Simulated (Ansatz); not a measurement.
Two Ansatz runs on Ti

The structure is an experimental refinement, used without relaxation.

First run: DFT, PBE, all-electron LAPW, scalar-relativistic (Ansatz 0.2.0).

Command: `ansatz run input.yaml --threads 1 --pin off --max-ram 2048MiB --backend cpu --events-out ev --progress --plain --runs-dir out` The run took 6 s on 1 thread of Arm Neoverse V1, with other jobs on the host, peak memory 0.27 GiB.

```yaml
crystal:
  lattice:
    - [-1.641, 1.641, 1.641]
    - [1.641, -1.641, 1.641]
    - [1.641, 1.641, -1.641]
  atoms:
    - { symbol: Ti, position: [0.0, 0.0, 0.0] }
kpoints:
  mp_grid: { grid: [14, 14, 14] }
scf:
  occupations: { method: tetrahedron }
hamiltonian:
  xc: pbe
  pseudopotentials: { kind: all_electron, lapw: { basis_error: 0.00025 } }
output:
  forces: true
  stress: true
  eigenvalues: true
```

Result: converged; pressure -2.59 GPa; no gap on the k mesh; 6 SCF iterations.

A second input differs as follows:

```diff
@@ -10,4 +10,5 @@
 scf:
   occupations: { method: tetrahedron }
+  max_iter: 75
 hamiltonian:
   xc: pbe
@@ -17,3 +18,4 @@
   stress: true
   eigenvalues: true
+ecutwfc: 400
```

Problem. What is wrong with it, and what does the program do?

Solution. The fault is a keyword of another program. The run refused before any iteration. The log ends:
```
Error: YAML parse error: error: line 20 column 1: unknown field `ecutwfc`, expected one of crystal, accuracy, basis, kpoints, hamiltonian, magnetization, projection, total_charge, correlation, batch, efield, external_charges, scf, relax, neb, saddle, md, ramp, phonons, dielectric, real_time, elastic, magnetic_configurations, gw, evaluate, workflow, output, checkpoint, execution
  --> <input>:20:1
   |
18 |   stress: true
19 |   eigenvalues: true
20 | ecutwfc: 400
   | ^ unknown field `ecutwfc`, expected one of crystal, accuracy, basis, kpoints, hamiltonian, magnetization, projection, total_charge, correlation, batch, efield, external_charges, scf, relax, neb, saddle, md, ramp, phonons, dielectric, real_time, elastic, magnetic_configurations, gw, evaluate, workflow, output, checkpoint, execution
```
